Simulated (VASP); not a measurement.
Wanted: the native input for a VASP 6.6.1 run.

* Task: relaxation of cell and atoms
* Functional: PBE
* Dispersion: D3(BJ)
* Potentials or basis: VASP PAW PBE potentials, release 64 (Nb_sv)
* Cutoff: 600 eV
* k mesh: 16 × 16 × 16
* Occupations: methfessel-paxton, width 0.1 eV
* Spin: no spin polarisation
* Further INCAR settings: ALGO = Normal; EDIFF = 1e-07; IBRION = 2; EDIFFG = -0.005; NSW = 90; ISIF = 3

The structure of Nb lies in POSCAR:

```
Nb                                      
1.0
   -1.6313911227      1.6313911227      1.6313911227
    1.6313911227     -1.6313911227      1.6313911227
    1.6313911227      1.6313911227     -1.6313911227
  Nb            
     1
Direct
     0.0000000000000000    0.0000000000000000    0.0000000000000000
```

One way to write it, as run:

INCAR

```
ALGO     = Normal         # electronic algorithm
EDIFF    = 1E-7           # SCF threshold, eV
EDIFFG   = -0.005         # ionic threshold
ENCUT    = 600            # plane-wave cutoff, eV
GGA      = PE             # functional
IBRION   = 2              # ionic algorithm
ISIF     = 3              # what is computed and relaxed
ISMEAR   = 1              # smearing method
IVDW     = 12             # dispersion correction
LASPH    = T              # aspherical terms in the spheres
LCHARG   = F              # write CHGCAR
LREAL    = F              # projectors in reciprocal space
LWAVE    = F              # write WAVECAR
NELM     = 80             # most SCF steps
NSW      = 90             # ionic steps
PREC     = Accurate       # precision mode
SIGMA    = 0.1            # smearing width, eV
```

KPOINTS

```
k-points
0
Gamma
  16 16 16
```

Potentials or basis: VASP PAW PBE potentials, release 64 (Nb_sv).

Command:

```sh
$ cat potpaw_PBE.64/Nb_sv/POTCAR > POTCAR
$ mpirun -np 1 vasp_std > vasp.out
```

Results of the run:

| Quantity | Value |
| --- | --- |
| Relaxed volume | 17.36 Å³/atom |
| Relaxed cell | a = 2.825 Å, b = 2.825 Å, c = 2.825 Å, α = 109.47°, β = 109.47°, γ = 109.47° |
| Space group after relaxing (to 0.05 Å) | Im-3m (No. 229) |
| Energy gained by relaxing | 0.0 meV/atom |
| Ionic steps | 3 |
| Pressure after relaxing | 0.0 GPa |
| Band gap on the k mesh | none (metal or under the smearing width) |
| Dispersion energy per atom | -0.765 eV |

Caveat: pairwise dispersion overbinds metals, which lowers pressure and volume.

Wall time 23 s on 1 thread of Intel(R) Xeon(R) 6975P-C (Granite Rapids) (shared host), peak memory 0.18 GiB.
